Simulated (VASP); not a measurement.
## Si3N4: dielectric tensor with PBE

Si3N4:

```
CELL_PARAMETERS angstrom
0.00000 3.87223 3.87223
3.87223 0.00000 3.87223
3.87223 3.87223 0.00000
ATOMIC_POSITIONS crystal
Si 0.12500 0.12500 0.62500
Si 0.12500 0.62500 0.12500
Si 0.62500 0.12500 0.12500
Si 0.12500 0.12500 0.12500
Si 0.75000 0.75000 0.75000
Si 0.50000 0.50000 0.50000
N 0.36756 0.36756 0.36756
N 0.35268 0.88244 0.88244
N 0.88244 0.88244 0.35268
N 0.88244 0.35268 0.88244
N 0.36756 0.36756 0.89732
N 0.36756 0.89732 0.36756
N 0.88244 0.88244 0.88244
N 0.89732 0.36756 0.36756
```

The cell is a database's computed one.

| Item | Value |
| --- | --- |
| Program | VASP 6.6.1 |
| Task | dielectric tensor |
| Functional | PBE |
| Potentials or basis | VASP PAW PBE potentials, release 64 (Si, N) |
| Cutoff | 520 eV |
| k mesh | 8 × 8 × 8 |
| Occupations | gaussian, width 0.03 eV |
| Spin | no spin polarisation |
| Monkhorst-Pack mesh | yes |
| Further INCAR settings | ALGO = Fast; EDIFF = 1e-08 |

The electronic dielectric tensor (diagonal) is 5.24 and the born charges (mean of the diagonal) is Si +3.65, +3.56; N -2.72 e.

Levels at points of the mesh, in eV from the valence-band top:
```tsv
k point	band 28	band 29	band 30	band 31	band 32	band 33	band 34	band 35	band 36	band 37
(0.06, 0.06, 0.06)	-0.21	-0.18	-0.14	-0.03	-0.03	3.48	3.49	3.49	5.07	6.25
```

Electronic dielectric tensor:
```
5.24 0.00 0.00
0.00 5.24 0.00
0.00 0.00 5.24
```

Born effective charge tensors (e):
atom 1, Si
```
 3.65  0.16 -0.16
 0.16  3.65 -0.16
-0.16 -0.16  3.65
```
atom 2, Si
```
 3.65 -0.16  0.16
-0.16  3.65 -0.16
 0.16 -0.16  3.65
```
atom 3, Si
```
 3.65 -0.16 -0.16
-0.16  3.65  0.16
-0.16  0.16  3.65
```
atom 4, Si
```
3.65 0.16 0.16
0.16 3.65 0.16
0.16 0.16 3.65
```
atom 5, Si
```
3.56 0.00 0.00
0.00 3.56 0.00
0.00 0.00 3.56
```
atom 6, Si
```
3.56 0.00 0.00
0.00 3.56 0.00
0.00 0.00 3.56
```
atom 7, N
```
-2.72 -0.22 -0.22
-0.22 -2.72 -0.22
-0.22 -0.22 -2.72
```
atom 8, N
```
-2.72  0.22  0.22
 0.22 -2.72 -0.22
 0.22 -0.22 -2.72
```
atom 9, N
```
-2.72 -0.22  0.22
-0.22 -2.72  0.22
 0.22  0.22 -2.72
```
atom 10, N
```
-2.72  0.22 -0.22
 0.22 -2.72  0.22
-0.22  0.22 -2.72
```
atom 11, N
```
-2.72 -0.22  0.22
-0.22 -2.72  0.22
 0.22  0.22 -2.72
```
atom 12, N
```
-2.72  0.22 -0.22
 0.22 -2.72  0.22
-0.22  0.22 -2.72
```
atom 13, N
```
-2.72 -0.22 -0.22
-0.22 -2.72 -0.22
-0.22 -0.22 -2.72
```
atom 14, N
```
-2.72  0.22  0.22
 0.22 -2.72 -0.22
 0.22 -0.22 -2.72
```

It took 13 min on 4 MPI ranks on Intel(R) Xeon(R) 6975P-C (Granite Rapids), with other jobs on the host, peak memory 1.4 GiB a rank.
